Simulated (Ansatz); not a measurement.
# Zn: a line through a two-coordinate scan

How does the energy of Zn (Im-3m, No. 229; 1 atom in the cell) vary with volume per atom, at length along [111] over the lengths across it = 0.672?

Program: Ansatz 0.2.0. Level of theory: DFT PBEsol, scalar-relativistic, plane waves, PAW. These are calculated values, not measurements.

22 further runs of the same task are left out: 22 set aside as unsound or not needed.

## (1) Starting point

The structure is cubic, space group Im-3m (No. 229). The conventional cell has a = 3.060 Å, b = 3.060 Å, c = 3.060 Å, α = 90.00°, β = 90.00°, γ = 90.00°. Around Zn (site symmetry m-3m) lie 8 Zn at 2.65 Å.

Coordinates:

```cif
data_structure
_symmetry_space_group_name_H-M 'P 1'
_symmetry_Int_Tables_number 1
_cell_length_a 2.6502
_cell_length_b 2.6502
_cell_length_c 2.6502
_cell_angle_alpha 109.471
_cell_angle_beta 109.471
_cell_angle_gamma 109.471
_cell_volume 14.33
loop_
_atom_site_label
_atom_site_type_symbol
_atom_site_fract_x
_atom_site_fract_y
_atom_site_fract_z
_atom_site_occupancy
Zn1 Zn 0.00000 0.00000 0.00000 1
```

It goes back to an entry of the Materials Project, which need not be the stable form.

It is the result of an earlier relaxation at this level (volume 14.33 Å³/atom; gap on the mesh: none (metal)).

## (2) What is varied

The energy is mapped over volume and the cell's shape.

The axes are (1) volume per atom: 7 values from 13.182 to 15.475 Å³; (2) length along [111] over the lengths across it, relative to the cubic cell: 9 values from 0.452 to 2.211.

Nothing else is relaxed (symmetry fixes all fractional coordinates). Energies count from the relaxed crystal. Points are written as (first, second).

## (3) Grid point (13.182 Å³, 0.672)

input.yaml reads:

```yaml
crystal:
  lattice:
    - [-1.883966395, 1.5131180137, 1.5131180137]
    - [1.5131180137, -1.883966395, 1.5131180137]
    - [1.5131180137, 1.5131180137, -1.883966395]
  atoms:
    - { symbol: Zn, position: [0.0, 0.0, 0.0] }
basis:
  ecutwfc: 520.0
kpoints:
  mp_grid: { grid: [22, 22, 22] }
hamiltonian:
  xc: pbesol
scf:
  occupations: { method: gaussian, width: 0.15 }
output:
  forces: true
  stress: true
  eigenvalues: true
```

On the command line:

```console
$ ansatz run input.yaml --threads 1 --pin off --max-ram 2048MiB --backend cpu --events-out ev --progress --plain --runs-dir out
```

Log, shortened:

```text
Warning: RAYON_NUM_THREADS=1 ignored (pool sized by the plan → 1); use --threads N
[...]
Pseudopotentials: kind: paw
Pseudopotential: Zn, paw, valence charge 12, recommended cutoff 420 eV (normal), Zn.paw.azcp
Functional definition: PBEsol
[...]
Crystal: 1 atoms, lattice volume = 13.182 Å³
Basis set: ecut = 520 eV, 345 PW (Γ), exchange–correlation on 48×48×48 points (8 copies of the dense FFT grid, shifted against one another)
Bands: 10, of which v1, the nominal top of the filled ones, is band 6 counted from 1 (5 counted from 0)
Symmetry: 12 space group operations
Space group: R-3m (ITA 166), of the structure as read, at distance tolerance 2.4e-5 Å
k-points: 1024 of 10648
[...]
SCF iter   1: F=—  HF=-3279.668550 eV  |F-HF|=—  |Δ(HF+E_count)|=         —  Δρ=6.57e-3  dr2=3.16e-3  ethr=1.77e-3  ⟨swp⟩=4.7  Hψ=68828  notcnv=0
[...]
SCF iter   6: F=-3279.667589 eV  HF=-3279.667589 eV  |F-HF|=7.45e-9  |Δ(HF+E_count)|=   1.49e-7  Δρ=1.20e-5  dr2=9.97e-9  ethr=8.33e-10  ⟨swp⟩=6.0  Hψ=51576  notcnv=0
[...]
SCF converged after 6 iterations
Free energy (F): -3279.667589 eV
[...]
E sigma→0 (E₀):  -3279.665664 eV
Entropy (-TS):   -0.003850 eV (-3.850 meV/atom)
Fermi energy:    12.864084 eV
[...]
--- Forces (eV/Å), atoms counted from 1 ---
  atom   1  Zn     0.00000000     0.00000000     0.00000000
[...]
--- Stress (GPa, compression-positive) ---
       50.032885      50.078975      50.078975
       50.078975      50.032885      50.078975
       50.078975      50.078975      50.032885
  P = ⅓ Tr σ = 50.0329 GPa (500.329 kbar)
--- Band table (eV; the first three rows and the last of 1024) ---
  k-point 0: bands = ["1.2571", "3.1232", "4.8057", "4.8057", "6.0755", "6.0755", "25.8658", "25.8658", "29.1246", "30.5548"]
[...]
```

Run time: 6.6 s. Hardware: 1 thread of AMD EPYC 9R14 (Zen 4), shared host; peak memory 0.54 GiB.

On the map this point reads 1146 meV/atom.

## (4) Grid point (13.564 Å³, 0.672)

Changes to input.yaml since step 3:

```diff
@@ -2,5 +2,5 @@
   lattice:
-    - [-1.883966395, 1.5131180137, 1.5131180137]
-    - [1.5131180137, -1.883966395, 1.5131180137]
-    - [1.5131180137, 1.5131180137, -1.883966395]
+    - [-1.9019918126, 1.5275952274, 1.5275952274]
+    - [1.5275952274, -1.9019918126, 1.5275952274]
+    - [1.5275952274, 1.5275952274, -1.9019918126]
   atoms:
```

On the command line:

```console
$ ansatz run input.yaml --threads 1 --pin off --max-ram 2048MiB --backend cpu --events-out ev --progress --plain --runs-dir out
```

Log, shortened:

```text
Warning: RAYON_NUM_THREADS=1 ignored (pool sized by the plan → 1); use --threads N
[...]
[... 3 set-up lines as earlier in the session ...]
[...]
Crystal: 1 atoms, lattice volume = 13.564 Å³
Basis set: ecut = 520 eV, 381 PW (Γ), exchange–correlation on 48×48×48 points (8 copies of the dense FFT grid, shifted against one another)
Bands: 10, of which v1, the nominal top of the filled ones, is band 6 counted from 1 (5 counted from 0)
[... 2 set-up lines as earlier in the session ...]
k-points: 1024 of 10648
[...]
SCF iter   1: F=—  HF=-3279.779921 eV  |F-HF|=—  |Δ(HF+E_count)|=         —  Δρ=6.26e-3  dr2=2.92e-3  ethr=1.77e-3  ⟨swp⟩=4.6  Hψ=68413  notcnv=0
[...]
SCF iter   6: F=-3279.779019 eV  HF=-3279.779019 eV  |F-HF|=4.77e-9  |Δ(HF+E_count)|=   6.40e-8  Δρ=1.06e-5  dr2=8.21e-9  ethr=8.33e-10  ⟨swp⟩=5.7  Hψ=49124  notcnv=0
[...]
SCF converged after 6 iterations
Free energy (F): -3279.779019 eV
[...]
E sigma→0 (E₀):  -3279.777118 eV
Entropy (-TS):   -0.003801 eV (-3.801 meV/atom)
Fermi energy:    12.369787 eV
[...]
--- Forces (eV/Å), atoms counted from 1 ---
  atom   1  Zn     0.00000000    -0.00000000    -0.00000000
[...]
--- Stress (GPa, compression-positive) ---
       43.577366      45.301914      45.301914
       45.301914      43.577366      45.301914
       45.301914      45.301914      43.577366
  P = ⅓ Tr σ = 43.5774 GPa (435.774 kbar)
--- Band table (eV; the first three rows and the last of 1024) ---
  k-point 0: bands = ["1.0033", "2.8273", "4.4180", "4.4180", "5.6287", "5.6287", "25.1002", "25.1002", "28.5045", "29.8125"]
[...]
```

It took 6.5 s on 1 thread of AMD EPYC 9R14 (Zen 4), shared host; peak memory 0.55 GiB.

That is 1035 meV/atom from the zero.

## (5) Point (13.946 Å³, 0.672)

input.yaml reads:

```yaml
crystal:
  lattice:
    - [-1.9196818983, 1.5418031174, 1.5418031174]
    - [1.5418031174, -1.9196818983, 1.5418031174]
    - [1.5418031174, 1.5418031174, -1.9196818983]
  atoms:
    - { symbol: Zn, position: [0.0, 0.0, 0.0] }
basis:
  ecutwfc: 520.0
kpoints:
  mp_grid: { grid: [22, 22, 22] }
hamiltonian:
  xc: pbesol
scf:
  occupations: { method: gaussian, width: 0.15 }
output:
  forces: true
  stress: true
  eigenvalues: true
  write_density: true
  write_potential: true
  elf: true
  volumetric_format: npy
```

On the command line:

```console
$ ansatz run input.yaml --threads 1 --pin off --max-ram 2048MiB --backend cpu --events-out ev --progress --plain --runs-dir out
```

Log, shortened:

```text
Warning: RAYON_NUM_THREADS=1 ignored (pool sized by the plan → 1); use --threads N
[...]
[... 3 set-up lines as earlier in the session ...]
[...]
Crystal: 1 atoms, lattice volume = 13.946 Å³
Basis set: ecut = 520 eV, 381 PW (Γ), exchange–correlation on 48×48×48 points (8 copies of the dense FFT grid, shifted against one another)
Bands: 10, of which v1, the nominal top of the filled ones, is band 6 counted from 1 (5 counted from 0)
[... 2 set-up lines as earlier in the session ...]
k-points: 1024 of 10648
[...]
SCF iter   1: F=—  HF=-3279.876869 eV  |F-HF|=—  |Δ(HF+E_count)|=         —  Δρ=6.01e-3  dr2=2.75e-3  ethr=1.77e-3  ⟨swp⟩=4.7  Hψ=68364  notcnv=0
[...]
SCF iter   6: F=-3279.875999 eV  HF=-3279.875999 eV  |F-HF|=3.55e-9  |Δ(HF+E_count)|=   5.35e-9  Δρ=1.01e-5  dr2=8.14e-9  ethr=8.33e-10  ⟨swp⟩=9.0  Hψ=66575  notcnv=0
[...]
SCF converged after 6 iterations
Free energy (F): -3279.875999 eV
[...]
E sigma→0 (E₀):  -3279.874128 eV
Entropy (-TS):   -0.003741 eV (-3.741 meV/atom)
Fermi energy:    11.904846 eV
[...]
--- Forces (eV/Å), atoms counted from 1 ---
  atom   1  Zn     0.00000000     0.00000000    -0.00000000
[...]
--- Stress (GPa, compression-positive) ---
       37.892132      41.022855      41.022855
       41.022855      37.892132      41.022855
       41.022855      41.022855      37.892132
  P = ⅓ Tr σ = 37.8921 GPa (378.921 kbar)
--- Band table (eV; the first three rows and the last of 1024) ---
  k-point 0: bands = ["0.7646", "2.5464", "4.0499", "4.0499", "5.2058", "5.2058", "24.3752", "24.3752", "27.9134", "29.1080"]
[...]
```

It took 9.1 s on 1 thread of AMD EPYC 9R14 (Zen 4), shared host; peak memory 0.51 GiB.

The maps below are laid out on this run's own conventional cell (a, b, c = 4.895, 4.895, 2.016 Å).

Density in a lattice plane of the grid's cell (edges 4.90 and 2.02 Å, at 0.000 of the third edge), which holds Zn.

Values in e/Å³, 6 rows by 12 columns:
```
15.08  3.83  0.54  0.18  0.13  0.14  0.15  0.14  0.13  0.18  0.54  3.83
 1.64  0.92  0.34  0.16  0.13  0.14  0.16  0.14  0.13  0.16  0.34  0.92
 0.71  0.52  0.27  0.15  0.13  0.15  0.17  0.15  0.13  0.15  0.27  0.52
 1.64  0.92  0.34  0.16  0.13  0.14  0.16  0.14  0.13  0.16  0.34  0.92
15.08  3.83  0.54  0.18  0.13  0.14  0.15  0.14  0.13  0.18  0.54  3.83
45.59  9.07  0.72  0.19  0.13  0.14  0.15  0.14  0.13  0.19  0.72  9.07
```
Columns run along the first of these edges and rows up along the second, over one cell in 12 and 6 even steps from the bottom left corner. Atoms in the plane (fractional): Zn at (0.00, 0.00).

ELF in the same plane.

Ten even steps from ' ' (0.00) to '@' (0.37):
```
      --++++++++++++**********++++++++++++--    
..::--++******++++++**********++++++******++--::
****####%%%%##**++++++******++++++**##%%%%####**
@@@@@@@@@@@@##**++++++******++++++**##@@@@@@@@@@
****####%%%%##**++++++******++++++**##%%%%####**
..::--++******++++++**********++++++******++--::
      --++++++++++++**********++++++++++++--    
      ::++++++++++++**********++++++++++++::    
```
Columns run along the first of these edges and rows up along the second, over one cell in 24 and 8 even steps from the bottom left corner. Atoms in the plane (fractional): Zn at (0.00, 0.00).

Both are smooth fields of the valence electrons: close to the nuclei they are not physical.

Energy on the map's scale: 938 meV/atom.

## (6) Grid point (14.328 Å³, 0.672)

input.yaml reads:

```yaml
crystal:
  lattice:
    - [-1.9370698919, 1.5557683805, 1.5557683805]
    - [1.5557683805, -1.9370698919, 1.5557683805]
    - [1.5557683805, 1.5557683805, -1.9370698919]
  atoms:
    - { symbol: Zn, position: [0.0, 0.0, 0.0] }
basis:
  ecutwfc: 520.0
kpoints:
  mp_grid: { grid: [22, 22, 22] }
hamiltonian:
  xc: pbesol
scf:
  occupations: { method: gaussian, width: 0.15 }
output:
  forces: true
  stress: true
  eigenvalues: true
```

On the command line:

```console
$ ansatz run input.yaml --threads 1 --pin off --max-ram 2048MiB --backend cpu --events-out ev --progress --plain --runs-dir out
```

Log, shortened:

```text
[...]
SCF converged after 6 iterations
Free energy (F): -3279.960318 eV
[...]
E sigma→0 (E₀):  -3279.958461 eV
Entropy (-TS):   -0.003714 eV (-3.714 meV/atom)
Fermi energy:    11.466306 eV
[...]
--- Forces (eV/Å), atoms counted from 1 ---
  atom   1  Zn    -0.00000000     0.00000000    -0.00000000
[...]
--- Stress (GPa, compression-positive) ---
       32.867638      37.179773      37.179773
       37.179773      32.867638      37.179773
       37.179773      37.179773      32.867638
  P = ⅓ Tr σ = 32.8676 GPa (328.676 kbar)
--- Band table (eV; the first three rows and the last of 1024) ---
  k-point 0: bands = ["0.5392", "2.2791", "3.6995", "3.6995", "4.8044", "4.8044", "23.6871", "23.6871", "27.3487", "28.4376"]
[...]
```

It took 6.7 s on 1 thread of AMD EPYC 9R14 (Zen 4), shared host; peak memory 0.56 GiB.

On the map this point reads 853 meV/atom.

## (7) Variant: basis.precision f64, eigensolver.kind davidson

Changes to input.yaml since step 6:

```diff
@@ -9,2 +9,3 @@
   ecutwfc: 520.0
+  precision: f64
 kpoints:
@@ -15,5 +16,6 @@
   occupations: { method: gaussian, width: 0.15 }
+  eigensolver: { kind: davidson }
 output:
   forces: true
+  eigenvalues: true
   stress: true
-  eigenvalues: true
```

On the command line:

```console
$ ansatz run input.yaml --threads 1 --pin off --max-ram 2048MiB --backend cpu --events-out ev --progress --plain --runs-dir out
```

Log, shortened:

```text
Warning: RAYON_NUM_THREADS=1 ignored (pool sized by the plan → 1); use --threads N
[...]
[... 3 set-up lines as earlier in the session ...]
[...]
Crystal: 1 atoms, lattice volume = 14.328 Å³
Basis set: ecut = 520 eV, 393 PW (Γ), exchange–correlation on 48×48×48 points (8 copies of the dense FFT grid, shifted against one another)
Bands: 10, of which v1, the nominal top of the filled ones, is band 6 counted from 1 (5 counted from 0)
[... 2 set-up lines as earlier in the session ...]
k-points: 1024 of 10648
[...]
SCF iter   1: F=—  HF=-3279.961397 eV  |F-HF|=—  |Δ(HF+E_count)|=         —  Δρ=5.88e-3  dr2=2.68e-3  ethr=1.77e-3  ⟨swp⟩=9.8  Hψ=54285  notcnv=5
[...]
SCF iter   6: F=-3279.960318 eV  HF=-3279.960318 eV  |F-HF|=2.60e-10  |Δ(HF+E_count)|=   4.37e-8  Δρ=2.60e-6  dr2=3.78e-10  ethr=2.31e-10  ⟨swp⟩=3.0  Hψ=22576  notcnv=0
the search or the solves at the SCF's close seem to have found levels that the self-consistency loop had missed (the run counts 7). By its estimate they hold under 1e-12 electrons; where the run keeps them, the occupations were computed again with them
[...]
SCF converged after 6 iterations
Free energy (F): -3279.960318 eV
[...]
E sigma→0 (E₀):  -3279.958461 eV
Entropy (-TS):   -0.003714 eV (-3.714 meV/atom)
Fermi energy:    11.466336 eV
[...]
--- Forces (eV/Å), atoms counted from 1 ---
  atom   1  Zn    -0.00000000     0.00000000     0.00000000
[...]
--- Stress (GPa, compression-positive) ---
       32.867555      37.179861      37.179861
       37.179861      32.867555      37.179861
       37.179861      37.179861      32.867555
  P = ⅓ Tr σ = 32.8676 GPa (328.676 kbar)
--- Band table (eV; the first three rows and the last of 1024) ---
  k-point 0: bands = ["0.5393", "2.2791", "3.6996", "3.6996", "4.8045", "4.8045", "23.6871", "23.6871", "27.3487", "28.4376"]
[...]
```

Wall time 9.2 s (1 thread of AMD EPYC 9R14 (Zen 4), shared host); peak memory 0.49 GiB.

```csv
run,ending,energy change,pressure (GPa),gap (eV),force (eV/Å),cycles,time
step 6,converged,0,32.9,0.00,0.00,6,6.7 s
variant,converged,0.0 meV/atom,32.9,0.00,0.00,6,9.2 s
```

Energy and cycle count are those of the reference, so the change (arithmetic precision and solver) left the result and the number of cycles as they were.

## (8) Grid point (14.710 Å³, 0.672)

Changes to input.yaml since step 6:

```diff
@@ -2,5 +2,5 @@
   lattice:
-    - [-1.9370698919, 1.5557683805, 1.5557683805]
-    - [1.5557683805, -1.9370698919, 1.5557683805]
-    - [1.5557683805, 1.5557683805, -1.9370698919]
+    - [-1.9541156985, 1.5694588142, 1.5694588142]
+    - [1.5694588142, -1.9541156985, 1.5694588142]
+    - [1.5694588142, 1.5694588142, -1.9541156985]
   atoms:
```

On the command line:

```console
$ ansatz run input.yaml --threads 1 --pin off --max-ram 2048MiB --backend cpu --events-out ev --progress --plain --runs-dir out
```

Log, shortened:

```text
[...]
SCF converged after 6 iterations
Free energy (F): -3280.033214 eV
[...]
E sigma→0 (E₀):  -3280.031340 eV
Entropy (-TS):   -0.003747 eV (-3.747 meV/atom)
Fermi energy:    11.052877 eV
[...]
--- Forces (eV/Å), atoms counted from 1 ---
  atom   1  Zn     0.00000000     0.00000000    -0.00000000
[...]
--- Stress (GPa, compression-positive) ---
       28.435300      33.730625      33.730625
       33.730625      28.435300      33.730625
       33.730625      33.730625      28.435300
  P = ⅓ Tr σ = 28.4353 GPa (284.353 kbar)
--- Band table (eV; the first three rows and the last of 1024) ---
  k-point 0: bands = ["0.3268", "2.0252", "3.3667", "3.3667", "4.4242", "4.4242", "23.0350", "23.0350", "26.8102", "27.8010"]
[...]
```

Wall time 6.9 s (1 thread of AMD EPYC 9R14 (Zen 4), shared host); peak memory 0.53 GiB.

On the map this point reads 780 meV/atom.

## (9) Grid point (15.093 Å³, 0.672)

input.yaml reads:

```yaml
crystal:
  lattice:
    - [-1.9709301818, 1.5829634593, 1.5829634593]
    - [1.5829634593, -1.9709301818, 1.5829634593]
    - [1.5829634593, 1.5829634593, -1.9709301818]
  atoms:
    - { symbol: Zn, position: [0.0, 0.0, 0.0] }
basis:
  ecutwfc: 520.0
kpoints:
  mp_grid: { grid: [22, 22, 22] }
hamiltonian:
  xc: pbesol
scf:
  occupations: { method: gaussian, width: 0.15 }
output:
  forces: true
  stress: true
  eigenvalues: true
  write_density: true
  write_potential: true
  elf: true
  volumetric_format: npy
```

On the command line:

```console
$ ansatz run input.yaml --threads 1 --pin off --max-ram 2048MiB --backend cpu --events-out ev --progress --plain --runs-dir out
```

Log, shortened:

```text
[...]
SCF converged after 6 iterations
Free energy (F): -3280.096389 eV
[...]
E sigma→0 (E₀):  -3280.094469 eV
Entropy (-TS):   -0.003841 eV (-3.841 meV/atom)
Fermi energy:    10.659829 eV
[...]
--- Forces (eV/Å), atoms counted from 1 ---
  atom   1  Zn    -0.00000000     0.00000000     0.00000000
[...]
--- Stress (GPa, compression-positive) ---
       24.501284      30.608548      30.608548
       30.608548      24.501284      30.608548
       30.608548      30.608548      24.501284
  P = ⅓ Tr σ = 24.5013 GPa (245.013 kbar)
--- Band table (eV; the first three rows and the last of 1024) ---
  k-point 0: bands = ["0.1250", "1.7826", "3.0484", "3.0484", "4.0615", "4.0615", "22.4128", "22.4128", "26.2932", "27.1920"]
[...]
```

Wall time 9.4 s (1 thread of AMD EPYC 9R14 (Zen 4), shared host); peak memory 0.54 GiB.

The maps below are laid out on this run's own conventional cell (a, b, c = 5.026, 5.026, 2.070 Å).

Density in a lattice plane of the grid's cell (edges 5.03 and 2.07 Å, at 0.000 of the third edge), which holds Zn.

Ten even steps from '0' (0.11 e/Å³) to '9' (45.56 e/Å³):
```
431000000000000000000013
100000000000000000000000
000000000000000000000000
000000000000000000000000
000000000000000000000000
100000000000000000000000
431000000000000000000013
961000000000000000000016
```
Columns run along the first of these edges and rows up along the second, over one cell in 24 and 8 even steps from the bottom left corner. Atoms in the plane (fractional): Zn at (0.00, 0.00).

ELF in the same plane.

Ten even steps from ' ' (0.00) to '@' (0.37):
```
    ..--++++++++++++++++++++++++++++++++++--..  
..::--++******++++++++++++++++++++++******++--::
****########**++++++++++++++++++++++**########**
@@@@@@@@@@@@##++++++++++++++++++++++##@@@@@@@@@@
****########**++++++++++++++++++++++**########**
..::--++******++++++++++++++++++++++******++--::
    ..--++++++++++++++++++++++++++++++++++--..  
      ::++++++++++++++++**++++++++++++++++::    
```
Columns run along the first of these edges and rows up along the second, over one cell in 24 and 8 even steps from the bottom left corner. Atoms in the plane (fractional): Zn at (0.00, 0.00).

Both are smooth fields of the valence electrons: close to the nuclei they are not physical.

Energy on the map's scale: 717 meV/atom.

## (10) The run at (15.475 Å³, 0.672)

input.yaml reads:

```yaml
crystal:
  lattice:
    - [-1.9874197531, 1.5962071496, 1.5962071496]
    - [1.5962071496, -1.9874197531, 1.5962071496]
    - [1.5962071496, 1.5962071496, -1.9874197531]
  atoms:
    - { symbol: Zn, position: [0.0, 0.0, 0.0] }
basis:
  ecutwfc: 520.0
kpoints:
  mp_grid: { grid: [22, 22, 22] }
hamiltonian:
  xc: pbesol
scf:
  occupations: { method: gaussian, width: 0.15 }
output:
  forces: true
  stress: true
  eigenvalues: true
```

On the command line:

```console
$ ansatz run input.yaml --threads 1 --pin off --max-ram 2048MiB --backend cpu --events-out ev --progress --plain --runs-dir out
```

Log, shortened:

```text
Warning: RAYON_NUM_THREADS=1 ignored (pool sized by the plan → 1); use --threads N
[...]
[... 3 set-up lines as earlier in the session ...]
[...]
Crystal: 1 atoms, lattice volume = 15.475 Å³
Basis set: ecut = 520 eV, 405 PW (Γ), exchange–correlation on 48×48×48 points (8 copies of the dense FFT grid, shifted against one another)
Bands: 10, of which v1, the nominal top of the filled ones, is band 6 counted from 1 (5 counted from 0)
[... 1 set-up line as earlier in the session ...]
Space group: R-3m (ITA 166), of the structure as read, at distance tolerance 2.5e-5 Å
k-points: 1024 of 10648
[...]
SCF iter   1: F=—  HF=-3280.151510 eV  |F-HF|=—  |Δ(HF+E_count)|=         —  Δρ=5.33e-3  dr2=2.53e-3  ethr=1.77e-3  ⟨swp⟩=4.9  Hψ=69673  notcnv=0
[...]
SCF iter   6: F=-3280.150584 eV  HF=-3280.150584 eV  |F-HF|=1.05e-9  |Δ(HF+E_count)|=   3.35e-8  Δρ=7.39e-6  dr2=4.66e-9  ethr=7.31e-10  ⟨swp⟩=3.4  Hψ=43896  notcnv=0
[...]
SCF converged after 6 iterations
Free energy (F): -3280.150584 eV
[...]
E sigma→0 (E₀):  -3280.148596 eV
Entropy (-TS):   -0.003975 eV (-3.975 meV/atom)
Fermi energy:    10.287759 eV
[...]
--- Forces (eV/Å), atoms counted from 1 ---
  atom   1  Zn     0.00000000     0.00000000    -0.00000000
[...]
--- Stress (GPa, compression-positive) ---
       21.029975      27.792924      27.792924
       27.792924      21.029975      27.792924
       27.792924      27.792924      21.029975
  P = ⅓ Tr σ = 21.0300 GPa (210.300 kbar)
--- Band table (eV; the first three rows and the last of 1024) ---
  k-point 0: bands = ["-0.0657", "1.5519", "2.7456", "2.7456", "3.7173", "3.7173", "21.8222", "21.8222", "25.7994", "26.6127"]
[...]
```

Run time: 7.2 s. Hardware: 1 thread of AMD EPYC 9R14 (Zen 4), shared host; peak memory 0.57 GiB.

On the map this point reads 663 meV/atom.

## (11) What came out

| volume per atom (Å³) | step | energy (meV/atom) | slope (meV/atom per Å³) | pressure (GPa) |
| --- | --- | --- | --- | --- |
| 13.182 | 3 | 1146 | −312 | 50.0 |
| 13.564 | 4 | 1035 | −272 | 43.6 |
| 13.946 | 5 | 938 | −236 | 37.9 |
| 14.328 | 6 | 853 | −205 | 32.9 |
| 14.710 | 8 | 780 | −177 | 28.4 |
| 15.093 | 9 | 717 | −153 | 24.5 |
| 15.475 | 10 | 663 | −131 | 21.0 |

Energies count from the relaxed crystal. Slopes come from the forces (and the stress, where the cell changes), not from differences of energies.

```csv
run,outcome
"step 7, run with basis.precision f64, eigensolver.kind davidson (against step 6)",0.0 meV/atom
```

What this shows: The energy is lowest at the end of the line, 15.475 Å³, so the minimum along this coordinate may lie outside the range. The highest point computed, at 13.182 Å³, lies 483 meV/atom above the lowest. This is one cut through a surface in two coordinates; the map's lowest point lies off it.
